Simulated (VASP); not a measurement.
A run of VASP 6.6.1:

INCAR

```
SYSTEM = Bi
PREC = Accurate
ENCUT = 600
EDIFF = 1E-7
ISMEAR = 0
SIGMA = 0.05
LREAL = .False.
LASPH = .True.
NELM = 100
ALGO = Normal
ISIF = 3
LWAVE = .False.
LCHARG = .False.
GGA = PE
IBRION = 2
NSW = 80
EDIFFG = -0.03
```

The input KPOINTS:

```
regular mesh
0
Gamma
  6 6 4
  0 0 0
```

The input POSCAR:

```
Bi
1.0
    3.6848437729      0.0000000000      0.0000000000
   -1.8424218865      3.1911683163      0.0000000000
    0.0000000000      0.0000000000      6.0185781624
Bi
2
Direct
    0.3333333333      0.6666666667      0.7500000000
    0.6666666667      0.3333333333      0.2500000000
```

Potentials or basis: VASP PAW PBE potentials, release 64 (Bi_d).

Command:

```console
$ cat potpaw_PBE.64/Bi_d/POTCAR > POTCAR
$ mpirun -np 1 vasp_std > vasp.out
```

Hardware: 1 thread of Intel(R) Xeon(R) 6975P-C (Granite Rapids), on a shared host.

Q: How long does it take, and how much memory?

A: Wall time 68 s on 1 thread of Intel(R) Xeon(R) 6975P-C (Granite Rapids), on a shared host, peak memory 0.21 GiB. Counts: scf iterations 39, k points 21, ion steps 4.
